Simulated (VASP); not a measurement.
# CdS (F-43m): a series in a change of volume

How do the elastic response and the band edges of CdS follow a change of volume?

Calculated with VASP 6.6.1; LDA; plane waves and PAW (Cd, S); cell typed or built by script, in the first sound run; inputs show where later runs differ.

### Step 1. Set-up

Symmetry: F-43m, No. 216, cubic system. Conventional cell: a = 5.820 Å, b = 5.820 Å, c = 5.820 Å, α = 90.00°, β = 90.00°, γ = 90.00°. Nearest to Cd lie 4 S at 2.52 Å. Nearest to S lie 4 Cd at 2.52 Å. Farther neighbours and most contacts between anions are not listed.

### Step 2. Relax the crystal, LDA

The series starts from the cell that this level prefers, so that zero strain is near zero stress.

This step took 2 runs in a row; the last is shown.

Level: LDA; plane waves and PAW (Cd, S); cell typed or built by script.

Contents of INCAR:

```
SYSTEM = CdS
PREC = Accurate
ENCUT = 450
EDIFF = 1E-07
NELM = 120
ISMEAR = 0
SIGMA = 0.02
LREAL = .FALSE.
ALGO = Normal
GGA = CA
NBANDS = 15
LASPH = .TRUE.
LORBIT = 11
LWAVE = .FALSE.
LCHARG = .FALSE.
KPAR = 16
IBRION = 2
NSW = 40
ISIF = 3
EDIFFG = -0.005
POTIM = 0.4
```

Contents of POSCAR:

```
CdS
1.0
    0.0000000000      2.8843989596      2.8843989596
    2.8843989596      0.0000000000      2.8843989596
    2.8843989596      2.8843989596      0.0000000000
Cd S
1 1
Direct
    0.0000000000      0.0000000000      0.0000000000
    0.2500000000      0.2500000000      0.2500000000
```

Contents of KPOINTS:

```
Automatic mesh
0
Gamma
9 9 9
0 0 0
```

PAW data sets: Cd and S (LDA family, release 64).

The run is started by

```sh
$ mpirun -np 16 vasp_std
```

The program printed:

```text
[banner, memory and clock lines left out]
running   16 mpi-ranks, on    1 nodes
[...]
|                                                                             |
|           W    W    AA    RRRRR   N    N  II  N    N   GGGG   !!!           |
|           W    W   A  A   R    R  NN   N  II  NN   N  G    G  !!!           |
|           W    W  A    A  R    R  N N  N  II  N N  N  G       !!!           |
|           W WW W  AAAAAA  RRRRR   N  N N  II  N  N N  G  GGG   !            |
|           WW  WW  A    A  R   R   N   NN  II  N   NN  G    G                |
|           W    W  A    A  R    R  N    N  II  N    N   GGGG   !!!           |
|                                                                             |
|     For optimal performance we recommend to set                             |
|       NCORE = 2 up to number-of-cores-per-socket                            |
|     NCORE specifies how many cores store one orbital (NPAR=cpu/NCORE).      |
|     This setting can greatly improve the performance of VASP for DFT.       |
[...]
DAV:   4    -0.792118473964E+01   -0.23619E-01   -0.23617E-01  1323   0.402E+00
[...]
DAV:  12    -0.740676476973E+01    0.46261E-05   -0.18499E-05  1581   0.599E-02    0.643E-03
DAV:  13    -0.740676485034E+01   -0.80606E-07   -0.12593E-06  1197   0.930E-03    0.172E-03
DAV:  14    -0.740676485269E+01   -0.23517E-08   -0.26684E-08   728   0.146E-03
   1 F= -.74067649E+01 E0= -.74067649E+01  d E =-.740676E+01
[...]
N       E                     dE             d eps       ncg     rms          rms(c)
DAV:   1    -0.740683315226E+01   -0.68302E-04   -0.12254E-03  1120   0.453E-01    0.612E-02
DAV:   2    -0.740677354745E+01    0.59605E-04   -0.13797E-04  1246   0.186E-01    0.227E-02
DAV:   3    -0.740676808819E+01    0.54593E-05   -0.13229E-05  1323   0.417E-02    0.188E-02
DAV:   4    -0.740676744253E+01    0.64567E-06   -0.89515E-07  1127   0.937E-03    0.372E-03
DAV:   5    -0.740676738964E+01    0.52884E-07   -0.10868E-07   631   0.588E-03
   2 F= -.74067674E+01 E0= -.74067674E+01  d E =-.253695E-05
 trial-energy change:   -0.000003  1 .order   -0.000002   -0.000007    0.000002
 step:   0.7588(harm=  0.7588)  dis= 0.00000  next Energy=    -7.406767 (dE=-0.247E-05)
 reached required accuracy - stopping structural energy minimisation
```

It took 9.2 s on 16 MPI ranks of Intel Xeon Platinum 8259CL at 2.50GHz (Skylake/Cascade Lake), shared host; peak memory 2.6 GiB.

Lines that name or quote the potential files are left out of all logs, and their timing lines are given in words.

OUTCAR, selected parts (step 2):

```text
  Total        0.0033728      0.0033728      0.0033728      0.0000000      0.0000000      0.0000000
  in kB        0.1126608      0.1126608      0.1126608      0.0000000      0.0000000      0.0000000
  external PRESSURE =       0.1126608 kB  Pullay stress =       0.0000000 kB

 POSITION                                       TOTAL-FORCE (eV/Angst)
 -----------------------------------------------------------------------------------
     -0.00000      2.88381      2.88381        -0.000000     -0.000000     -0.000000
      1.44190      1.44190      1.44190         0.000000      0.000000      0.000000
 -----------------------------------------------------------------------------------
    total drift:                                0.000000      0.000000      0.000000

  FREE ENERGIE OF THE ION-ELECTRON SYSTEM (eV)
  ---------------------------------------------------
  free  energy   TOTEN  =        -7.4067673896 eV

  energy  without entropy=       -7.4067673896  energy(sigma->0) =       -7.40676739

 reached required accuracy - stopping structural energy minimisation

[... 3 further parts left out ...]
[key lines of the parts left out:]
E-fermi :   1.5849
```

This run gave:

```
energy(sigma→0) of the program : -7.4068 eV
stress, compression positive   : xx, yy, zz 0.01, 0.01, 0.01 GPa
volume                         : 47.966 Å³
ionic steps                    : 2
```

### Step 3. Relax at fixed volume, LDA

One member in full: the volume is scaled by 1.03, and the cell is held.

Level: LDA; plane waves and PAW (Cd, S); cell typed or built by script.

INCAR: that of step 2 with these lines changed.

```diff
@@ -15,7 +15,8 @@
 LCHARG = .FALSE.
-KPAR = 16
+KPAR = 4
 IBRION = 2
 NSW = 40
-ISIF = 3
-EDIFFG = -0.005
+ISIF = 2
+EDIFFG = -0.004
 POTIM = 0.4
+MAXMIX = 40
```

Contents of POSCAR:

```
CdS
1.0
    0.0000000000      2.9123627877      2.9123627877
    2.9123627877      0.0000000000      2.9123627877
    2.9123627877      2.9123627877      0.0000000000
Cd S
1 1
Direct
    0.0000000000      0.0000000000      0.0000000000
    0.2500000000      0.2500000000      0.2500000000
```

KPOINTS is that of step 2.

The run is started by

```sh
$ mpirun -np 4 vasp_std
```

The program printed:

```text
[banner, memory and clock lines left out]
running    4 mpi-ranks, on    1 nodes
[...]
LDA part: xc-table for (Slater(with rela. corr.)+CA(PZ))
 , standard interpolation
 POSCAR, INCAR and KPOINTS ok, starting setup
[...]
entering main loop
       N       E                     dE             d eps       ncg     rms          rms(c)
DAV:   1     0.100176525041E+03    0.10018E+03   -0.84033E+03  1090   0.977E+02
DAV:   2    -0.396212108228E+01   -0.10414E+03   -0.98625E+02  1267   0.258E+02
DAV:   3    -0.788984517483E+01   -0.39277E+01   -0.39210E+01  1309   0.518E+01
DAV:   4    -0.791444891300E+01   -0.24604E-01   -0.24602E-01  1316   0.403E+00
[...]
DAV:  12    -0.739965039779E+01    0.55773E-05   -0.18667E-05  1602   0.586E-02    0.608E-03
DAV:  13    -0.739965053899E+01   -0.14120E-06   -0.13854E-06  1176   0.883E-03    0.198E-03
DAV:  14    -0.739965053620E+01    0.27912E-08   -0.14002E-08   889   0.113E-03
   1 F= -.73996505E+01 E0= -.73996505E+01  d E =-.739965E+01
[...]
reached required accuracy - stopping structural energy minimisation
```

Run time: 8 s. Hardware: 4 MPI ranks; peak memory 0.55 GiB.

Parts of OUTCAR (step 3):

```text
  Total       -0.5796702     -0.5796702     -0.5796702      0.0000000      0.0000000      0.0000000
  in kB      -18.7985838    -18.7985838    -18.7985838      0.0000000      0.0000000      0.0000000
  external PRESSURE =     -18.7985838 kB  Pullay stress =       0.0000000 kB

 POSITION                                       TOTAL-FORCE (eV/Angst)
 -----------------------------------------------------------------------------------
      0.00000      0.00000      0.00000         0.000000      0.000000     -0.000000
      1.45618      1.45618      1.45618        -0.000000     -0.000000      0.000000
 -----------------------------------------------------------------------------------
    total drift:                                0.000000      0.000000     -0.000000

  FREE ENERGIE OF THE ION-ELECTRON SYSTEM (eV)
  ---------------------------------------------------
  free  energy   TOTEN  =        -7.3996505362 eV

  energy  without entropy=       -7.3996505362  energy(sigma->0) =       -7.39965054

[... 2 parts as in an earlier step ...]

[... 2 further parts left out ...]
[key lines of the parts left out:]
E-fermi :   1.2853
```

Numbers from this step:

| Property | Result |
| --- | --- |
| energy(sigma→0) of the program | -7.3997 eV |
| stress, compression positive | xx, yy, zz -1.88, -1.88, -1.88 GPa |
| ionic steps | 1 |

### Step 4. Band edges, HSE06

Short lines in KPOINTS_OPT sample the zone centre, for masses, and the other valleys.

Level: HSE06; plane waves and PAW (Cd, S); cell typed or built by script.

Contents of INCAR:

```
SYSTEM = CdS
PREC = Accurate
ENCUT = 450
EDIFF = 1E-06
NELM = 100
ISMEAR = 0
SIGMA = 0.02
LREAL = .FALSE.
ALGO = Normal
LHFCALC = .TRUE.
AEXX = 0.25
GGA = PE
HFSCREEN = 0.2
LASPH = .TRUE.
NBANDS = 14
PRECFOCK = Fast
LWAVE = .FALSE.
LCHARG = .FALSE.
KPAR = 4
```

POSCAR is that of step 3.

Contents of KPOINTS:

```
Automatic mesh
0
Gamma
5 5 5
0 0 0
```

Contents of KPOINTS_OPT:

```
Line mode
6
Line-mode
Reciprocal
  0.00000000   0.00000000   0.00000000
  0.02317585   0.02317585   0.00000000

  0.00000000   0.00000000   0.00000000
  0.00000000  -0.02317585  -0.02317585

  0.31000000   0.31000000   0.00000000
  0.50000000   0.50000000   0.00000000

  0.00000000   0.31000000   0.31000000
  0.00000000   0.50000000   0.50000000

  0.45000000   0.45000000   0.45000000
  0.50000000   0.50000000   0.50000000

  0.45000000   0.00000000   0.00000000
  0.50000000   0.00000000   0.00000000

  0.42500000   0.42500000   0.00000000
  0.42500000   0.44817585   0.02317585

  0.50000000   0.50000000   0.50000000
  0.48361220   0.51638780   0.50000000
```

The run is started by

```sh
$ mpirun -np 4 vasp_std
```

The program printed:

```text
[banner, memory and clock lines left out]
running    4 mpi-ranks, on    1 nodes
[...]
|                                                                             |
|               ----> ADVICE to this user running VASP <----                  |
|                                                                             |
|     You enforced a specific xc type in the INCAR file but a different       |
|     [... a line on the potential file left out ...]
|     I HOPE YOU KNOW WHAT YOU ARE DOING!                                     |
|                                                                             |

 LDA part: xc-table for (Slater+PW92), standard interpolation
 found WAVECAR, reading the header
 POSCAR, INCAR and KPOINTS ok, starting setup
[...]
reading WAVECAR
 the WAVECAR file was read successfully
 initial charge from wavefunction
 entering main loop
       N       E                     dE             d eps       ncg     rms          rms(c)
DAV:   1    -0.766641847381E+01   -0.76664E+01   -0.11162E+00   280   0.127E+01    0.373E+00
DAV:   2    -0.765462547003E+01    0.11793E-01   -0.88691E-02   316   0.446E+00    0.217E+00
DAV:   3    -0.764656571784E+01    0.80598E-02   -0.17107E-02   334   0.167E+00    0.137E+00
DAV:   4    -0.764575246579E+01    0.81325E-03   -0.27976E-03   304   0.515E-01    0.870E-01
[...]
DAV:   8    -0.764556930405E+01    0.60630E-05   -0.48584E-06   280   0.162E-02    0.850E-02
DAV:   9    -0.764556803971E+01    0.12643E-05   -0.16175E-06   264   0.991E-03    0.464E-02
DAV:  10    -0.764556782327E+01    0.21644E-06   -0.70390E-07   200   0.668E-03
   1 F= -.76455678E+01 E0= -.76455678E+01  d E =-.820939E-20
 Start KPOINTS_OPT (optional k-point list driver)
k-point batch [1-10\48]
       N       E                     dE             ncg
DAV:   1     0.443841880148E+03    0.34713E+03      280
DAV:   2    -0.913868541512E+03   -0.13577E+04      322
DAV:   3    -0.100338604917E+04   -0.89518E+02      298
DAV:   4    -0.100456873137E+04   -0.11827E+01      336
DAV:   5    -0.100457915605E+04   -0.10425E-01      346
DAV:   6    -0.100457933604E+04   -0.17999E-03      346
DAV:   7    -0.100457934112E+04   -0.50815E-05      332
DAV:   8    -0.100457934128E+04   -0.16285E-06      260
[...]
k-point batch [41-48\48]
       N       E                     dE             ncg
DAV:   1     0.128348108956E+04   -0.40778E+04      232
DAV:   2     0.289204515067E+03   -0.99428E+03      248
DAV:   3     0.237825436212E+03   -0.51379E+02      248
DAV:   4     0.237142317891E+03   -0.68312E+00      278
DAV:   5     0.237136190164E+03   -0.61277E-02      272
DAV:   6     0.237136101096E+03   -0.89069E-04      272
DAV:   7     0.237136099237E+03   -0.18588E-05      264
DAV:   8     0.237136099187E+03   -0.50295E-07      208
```

Elapsed: 7.1 min, on 4 MPI ranks; peak memory 1.1 GiB; 23 min of CPU time.

Parts of OUTCAR (step 4):

```text
  LATTYP: Found a face centered cubic cell.
 ALAT       =     5.8247255754

 Subroutine GETGRP returns: Found 24 space group operations
 (whereof 24 operations were pure point group operations)

The static configuration has the point symmetry T_d .

 Found     10 irreducible k-points:

   k-points           NKPTS =     10   k-points in BZ     NKDIM =    125   number of bands    NBANDS=     14

   dimension x,y,z NGX =    28 NGY =   28 NGZ =   28
   dimension x,y,z NGXF=    56 NGYF=   56 NGZF=   56

   ENCUT  =  450.0 eV  33.07 Ry    5.75 a.u.   7.12  7.12  7.12*2*pi/ulx,y,z

   NELECT =      18.0000    total number of electrons

  exchange ACFDT corr.  =         0.00000000  see jH, gK, PRB 81, 115126

 E-fermi :   0.8858

 k-point     1 :       0.0000    0.0000    0.0000
  band No.  band energies     occupation
    ...
      5      -7.6430      2.00000
      6      -7.6430      2.00000
      7       0.7624      2.00000
      8       0.7624      2.00000
      9       0.7624      2.00000
     10       2.9653      0.00000
     11       8.4828      0.00000
     12       8.4828      0.00000
     13       8.4828      0.00000
     14      13.5815      0.00000

 k-point     2 :       0.2000    0.0000    0.0000
  band No.  band energies     occupation
    ...
      5      -7.6429      2.00000
      6      -7.6429      2.00000
      7      -1.2190      2.00000
      8       0.4615      2.00000
      9       0.4615      2.00000
     10       4.3742      0.00000
     11       8.1219      0.00000
     12       8.9200      0.00000
     13       8.9200      0.00000
     14      12.5998      0.00000

 POSITION                                       TOTAL-FORCE (eV/Angst)
 -----------------------------------------------------------------------------------
      0.00000      0.00000      0.00000         0.000000     -0.000000     -0.000000
      1.45618      1.45618      1.45618        -0.000000      0.000000      0.000000
 -----------------------------------------------------------------------------------
    total drift:                                0.000079      0.000078      0.000055

  FREE ENERGIE OF THE ION-ELECTRON SYSTEM (eV)
  ---------------------------------------------------
  free  energy   TOTEN  =        -7.6455678233 eV

  energy  without entropy=       -7.6455678233  energy(sigma->0) =       -7.64556782

[... 1 part as in an earlier step ...]

[... 7 further parts left out ...]
```

Read from the output:

```
energy(sigma→0) of the program : -7.6456 eV
```

### Step 5. All members

Hybrid runs start from orbitals of a short LDA run, not shown.

Runs beyond LDA use the data sets made with LDA; this shifts their levels slightly, and their total energies have another zero.

The other members went through these steps as far as the tables show, with the same cutoff and, step by step, the same mesh; 26 runs are not shown. The session took 4.4 core hours (wall time by ranks) on a shared machine.

| volume over the relaxed volume | volume (Å³/atom) | pressure (GPa) | energy above the unstrained row (meV/atom) | gap on the mesh, LDA (eV) |
| --- | --- | --- | --- | --- |
| 0.940 | 22.544 | 4.890 | 22.381 | 1.094 |
| 0.955 | 22.904 | 3.511 | 12.528 | 1.062 |
| 0.970 | 23.263 | 2.243 | 5.691 | 1.029 |
| 0.985 | 23.623 | 1.079 | 1.569 | 0.997 |
| 1 | 23.983 | 0.007 | 0.000 | 0.965 |
| 1.015 | 24.343 | -0.976 | 0.713 | 0.933 |
| 1.030 | 24.702 | -1.880 | 3.554 | 0.901 |
| 1.045 | 25.062 | -2.712 | 8.328 | 0.870 |
| 1.060 | 25.422 | -3.477 | 14.923 | 0.838 |

A cubic of the pressure in ln(V/V₀) through all rows has the slope −B at V₀: B = 68 GPa, and its curvature gives B′ = 4.6.

Band edges at HSE06, counted from the valence-band top at Γ, with one row partly withheld:

| volume over the relaxed volume | gap (eV) | conduction band at Γ (eV) | Δ or X valley along z (eV) | lowest conduction level at L, [111] (eV) | second valence level below the top (eV) | third valence level below the top (eV) |
| --- | --- | --- | --- | --- | --- | --- |
| 0.940 | 2.421 | 2.421 | 4.292 | 4.272 | 0.000 | 0.000 |
| 0.955 | 2.385 | 2.385 | 4.324 | 4.252 | 0.000 | 0.000 |
| 0.970 | 2.349 | 2.349 | 4.354 | 4.231 | 0.000 | 0.000 |
| 0.985 | 2.312 | 2.312 | 4.382 | 4.209 | 0.000 | 0.000 |
| 1 | ? | ? | 4.410 | 4.186 | 0.000 | 0.000 |
| 1.015 | 2.239 | 2.240 | 4.435 | 4.163 | 0.000 | 0.000 |
| 1.030 | 2.203 | 2.203 | 4.459 | 4.138 | 0.000 | 0.000 |
| 1.045 | 2.166 | 2.166 | 4.482 | 4.113 | 0.000 | 0.000 |
| 1.060 | 2.129 | 2.130 | 4.504 | 4.087 | 0.000 | 0.000 |

Conduction masses, in electron masses (the axis is [001]):

| volume over the relaxed volume | conduction mass at Γ, along the strain axis or the normal of the plane |
| --- | --- |
| 0.940 | 0.176 |
| 0.955 | 0.174 |
| 0.970 | 0.174 |
| 0.985 | 0.173 |
| 1 | 0.172 |
| 1.015 | 0.169 |
| 1.030 | 0.168 |
| 1.045 | 0.167 |
| 1.060 | 0.166 |

### Step 6. Fit and prediction

The quantity to fit is the conduction level at Γ above the mean of the three top valence levels at HSE06: 2.421, 2.385, 2.349, 2.312, 2.240, 2.203, 2.166, 2.130 eV in the rows shown.

A least-squares parabola through the 8 rows shown, with u the logarithm of the volume ratio: E = − 1.319 u² − 2.433 u + 2.276 (eV), r.m.s. residual 5.4e-5 eV.

For the withheld row, u = 0, the fit gives 2.2760 eV.

### Step 7. Checking the prediction

The calculation gives 2.2761 eV, so the prediction is 0.0001 eV too low.

### Step 8. Outcome

* bulk modulus: 68 GPa
* dE/d ln V of the conduction level at Γ above the mean of the three top valence levels, HSE06: -2.43 eV
* error of the predicted row: -0.1 meV

The slope of the energy gives 0.18 GPa at the relaxed volume where the pressure column has 0.01 GPa, a mark of the finite basis. At HSE06 the lowest conduction valley is Γ throughout, and the gap runs between 2.13 and 2.42 eV. Hole masses are left out throughout, since the top bands are degenerate or cross in many series; of conduction masses, those of the Γ, L and (for Si and Ge under (001) strain) Δ valleys are kept where they change by under an eighth between rows. HSE06 ran on a coarser mesh than the semilocal levels. Spin-orbit coupling is left out at HSE06, so the valence splittings there lack it. Δ or X levels are the lowest on their line, refined by a parabola unless they lie at X; the gap is read from all points sampled and can differ from the lowest valley by some meV, or by tens of meV where strain moves the valence top off Γ. Temperature, zero-point motion and excitons are left out.

[Lines on the potential files, build, host, timing and source positions are cut from VASP's logs without a mark.]

[Logs are printed without paths, hosts, clocks, repeated set-up lines and the standing remarks that a program may print on its own settings, such as how far it seeks lower states.]

[Hosts, paths, dates, database ids (printed as entryN), source tags and the programs' standing remarks are cut or masked in the printed files.]

[In band tables of VASP the shares of atoms and orbitals are scaled to a sum of 1 inside the atoms' spheres.]
